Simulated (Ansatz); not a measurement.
# SnO: tests of the settings

This session on SnO sets out to sweep the occupation rule and width.

Program: Ansatz 0.2.0. Level of theory: DFT PBE, scalar-relativistic, plane waves, PAW. These are calculated values, not measurements.

3 further runs of the same task are left out: 3 for a known fault of the program.

**1. The structure to begin with**

It takes space group Cmc2_1 (No. 36, orthorhombic). Conventional cell: a = 5.000 Å, b = 5.720 Å, c = 11.120 Å, α = 90.00°, β = 90.00°, γ = 90.00°. Around Sn (site symmetry m) lie 2 O at 2.15 Å. Sn (site symmetry m) is surrounded by 2 O at 1.99 Å. Around O (site symmetry 1) lie 1 O at 1.80 Å and 2 Sn at 1.99 to 2.15 Å.

Structure file:

```
CELL_PARAMETERS angstrom
2.50000 -2.86000 0.00000
2.50000 2.86000 0.00000
0.00000 0.00000 11.12000
ATOMIC_POSITIONS crystal
Sn 0.00000 0.00000 0.00000
Sn 0.00000 0.00000 0.50000
Sn 0.55900 0.44100 0.25400
Sn 0.44100 0.55900 0.75400
O 0.93000 0.43000 0.38000
O 0.07000 0.57000 0.88000
O 0.57000 0.07000 0.38000
O 0.43000 0.93000 0.88000
```

Source of the structure: the Crystallography Open Database. It is taken as it stands there.

**2. The base input**

File input.yaml:

```yaml
crystal:
  lattice:
    - [2.5, -2.86, 0.0]
    - [2.5, 2.86, 0.0]
    - [0.0, 0.0, 11.12]
  atoms:
    - { symbol: Sn, position: [0.0, 0.0, 0.0] }
    - { symbol: Sn, position: [0.0, 0.0, 0.5] }
    - { symbol: Sn, position: [0.559, 0.441, 0.254] }
    - { symbol: Sn, position: [0.441, 0.559, 0.754] }
    - { symbol: O, position: [0.93, 0.43, 0.38] }
    - { symbol: O, position: [0.07, 0.57, 0.88] }
    - { symbol: O, position: [0.57, 0.07, 0.38] }
    - { symbol: O, position: [0.43, 0.93, 0.88] }
basis:
  ecutwfc: 420
kpoints:
  mp_grid: { grid: [10, 10, 4] }
hamiltonian:
  xc: pbe
scf:
  occupations: { method: gaussian, width: 0.1 }
output:
  forces: true
  stress: true
  eigenvalues: true
  populations: true
  write_density: true
  write_potential: true
  elf: true
  volumetric_format: npy
```

It was run beforehand and gave: -3294.8996 eV/atom at zero smearing, pressure 10.05 GPa, largest force 8.846 eV/Å, no gap on the mesh, in 7 SCF cycles and 79 s.

**3. Occupation rule and width: Gaussian 0.01 eV**

File input.yaml:

```yaml
crystal:
  lattice:
    - [2.5, -2.86, 0.0]
    - [2.5, 2.86, 0.0]
    - [0.0, 0.0, 11.12]
  atoms:
    - { symbol: Sn, position: [0.0, 0.0, 0.0] }
    - { symbol: Sn, position: [0.0, 0.0, 0.5] }
    - { symbol: Sn, position: [0.559, 0.441, 0.254] }
    - { symbol: Sn, position: [0.441, 0.559, 0.754] }
    - { symbol: O, position: [0.93, 0.43, 0.38] }
    - { symbol: O, position: [0.07, 0.57, 0.88] }
    - { symbol: O, position: [0.57, 0.07, 0.38] }
    - { symbol: O, position: [0.43, 0.93, 0.88] }
basis:
  ecutwfc: 420
kpoints:
  mp_grid: { grid: [10, 10, 4] }
hamiltonian:
  xc: pbe
scf:
  occupations: { method: gaussian, width: 0.01 }
output:
  forces: true
  stress: true
  eigenvalues: true
```

Started as:

```
$ ansatz run input.yaml --threads 2 --pin off --max-ram 5120MiB --backend cpu --events-out ev --progress --plain --runs-dir out
```

**4. Occupation rule and width: Gaussian 0.02 eV**

input.yaml, as its differences from that of step 3:

```diff
@@ -21,3 +21,3 @@
 scf:
-  occupations: { method: gaussian, width: 0.01 }
+  occupations: { method: gaussian, width: 0.02 }
 output:
```

**5. Occupation rule and width: Fermi–Dirac 0.05 eV**

input.yaml, as its differences from that of step 4:

```diff
@@ -21,3 +21,3 @@
 scf:
-  occupations: { method: gaussian, width: 0.02 }
+  occupations: { method: fermi_dirac, width: 0.05 }
 output:
```

**6. Occupation rule and width set to Fermi–Dirac 0.2 eV**

input.yaml, as its differences from that of step 5:

```diff
@@ -21,3 +21,3 @@
 scf:
-  occupations: { method: fermi_dirac, width: 0.05 }
+  occupations: { method: fermi_dirac, width: 0.2 }
 output:
```

**7. Occupation rule and width: Methfessel–Paxton 0.01 eV**

input.yaml, as its differences from that of step 6:

```diff
@@ -21,3 +21,3 @@
 scf:
-  occupations: { method: fermi_dirac, width: 0.2 }
+  occupations: { method: methfessel_paxton, width: 0.01 }
 output:
```

**8. Occupation rule and width: Methfessel–Paxton 0.02 eV**

input.yaml, as its differences from that of step 7:

```diff
@@ -21,3 +21,3 @@
 scf:
-  occupations: { method: methfessel_paxton, width: 0.01 }
+  occupations: { method: methfessel_paxton, width: 0.02 }
 output:
```

**9. Occupation rule and width: Methfessel–Paxton 0.2 eV**

input.yaml, as its differences from that of step 8:

```diff
@@ -21,3 +21,3 @@
 scf:
-  occupations: { method: methfessel_paxton, width: 0.02 }
+  occupations: { method: methfessel_paxton, width: 0.2 }
 output:
```

**10. Occupation rule and width set to Methfessel–Paxton 0.3 eV**

input.yaml, as its differences from that of step 9:

```diff
@@ -21,3 +21,3 @@
 scf:
-  occupations: { method: methfessel_paxton, width: 0.2 }
+  occupations: { method: methfessel_paxton, width: 0.3 }
 output:
```

**11. Occupation rule and width: cold 0.01 eV**

input.yaml, as its differences from that of step 10:

```diff
@@ -21,3 +21,3 @@
 scf:
-  occupations: { method: methfessel_paxton, width: 0.3 }
+  occupations: { method: cold, width: 0.01 }
 output:
```

**12. Occupation rule and width set to cold 0.2 eV**

input.yaml, as its differences from that of step 11:

```diff
@@ -21,3 +21,3 @@
 scf:
-  occupations: { method: cold, width: 0.01 }
+  occupations: { method: cold, width: 0.2 }
 output:
```

**13. Occupation rule and width set to cold 0.5 eV**

input.yaml, as its differences from that of step 12:

```diff
@@ -21,3 +21,3 @@
 scf:
-  occupations: { method: cold, width: 0.2 }
+  occupations: { method: cold, width: 0.5 }
 output:
```

**14. Occupation rule and width set to tetrahedron**

input.yaml, as its differences from that of step 13:

```diff
@@ -21,3 +21,3 @@
 scf:
-  occupations: { method: cold, width: 0.5 }
+  occupations: { method: tetrahedron }
 output:
```

(Steps that only read results are left out.)

What results come out of these runs, taken together? Wanted: largest energy shift, occupation rule and width.

As calculated:

```
                                       quantity                                    value
largest energy shift, occupation rule and width  -0.48 meV/atom at Methfessel–Paxton 0.3
```

What this shows: The free energy moves by up to 19.9 meV/atom (Fermi–Dirac 0.2), the energy extrapolated to zero width by up to 0.48. For the widths that shift F most, the extrapolation takes out most of the shift. In a metal, forces and stress under tetrahedra need not match the slope of their energy. The listed cell is far from this method's equilibrium (10.0 GPa, forces up to 8.85 eV/Å), so its values are not those of the relaxed crystal.
